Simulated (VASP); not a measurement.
Write the native input for VASP 6.6.1 that does the following.

```yaml
Task: relaxation of cell and atoms
Functional: RPBE
Potentials_or_basis: VASP PAW PBE potentials, release 64 (K_sv, I)
Cutoff: 600 eV
k_mesh: 8 × 8 × 8
Occupations: gaussian, width 0.03 eV
Spin: no spin polarisation
Further_INCAR_settings: ALGO = Normal; EDIFF = 1e-07; IBRION = 2; EDIFFG = -0.005; NSW = 90; ISIF = 3
```

The structure of KI lies in POSCAR:

```
KI                                      
1.0
    0.0000000000      3.7130979993      3.7130979993
    3.7130979993      0.0000000000      3.7130979993
    3.7130979993      3.7130979993     -0.0000000000
  K               I             
     1     1
Direct
     1.0000000000000000    0.0000000000000000    0.0000000000000000
     0.5000000000000000    0.5000000000000000    0.5000000000000000
```

The input as run:

INCAR

```
SYSTEM = KI
PREC = Accurate ; ENCUT = 600
EDIFF = 1E-7 ; ISMEAR = 0
SIGMA = 0.03 ; LREAL = .FALSE.
LASPH = .TRUE. ; NELM = 80
ALGO = Normal ; ISIF = 3
LWAVE = .FALSE. ; LCHARG = .FALSE.
GGA = RP ; IBRION = 2
NSW = 90 ; EDIFFG = -0.005
```

KPOINTS

```
regular mesh
0
G
  8 8 8
  0 0 0
```

Potentials or basis: VASP PAW PBE potentials, release 64 (K_sv, I).

Run with:

```console
$ cat potpaw_PBE.64/K_sv/POTCAR potpaw_PBE.64/I/POTCAR > POTCAR
$ mpirun -np 1 vasp_std > vasp.out
```

It gave:

- Relaxed volume: 51.24 Å³/atom
- Relaxed cell: a = 5.253 Å, b = 5.253 Å, c = 5.253 Å, α = 60.00°, β = 60.00°, γ = 60.00°
- Space group after relaxing (to 0.05 Å): Fm-3m (No. 225)
- Energy gained by relaxing: 0.0 meV/atom
- Ionic steps: 2
- Pressure after relaxing: 0.0 GPa
- Band gap on the k mesh: 3.94 eV, direct

Caveat: the PAW data sets were made with another functional, which shifts forces and pressure a little; spin-orbit coupling is left out, which moves the levels of the heavy elements.

Run time: 49 s on 1 thread of Intel(R) Xeon(R) Platinum 8488C (Sapphire Rapids), with other jobs on the host, peak memory 0.29 GiB.
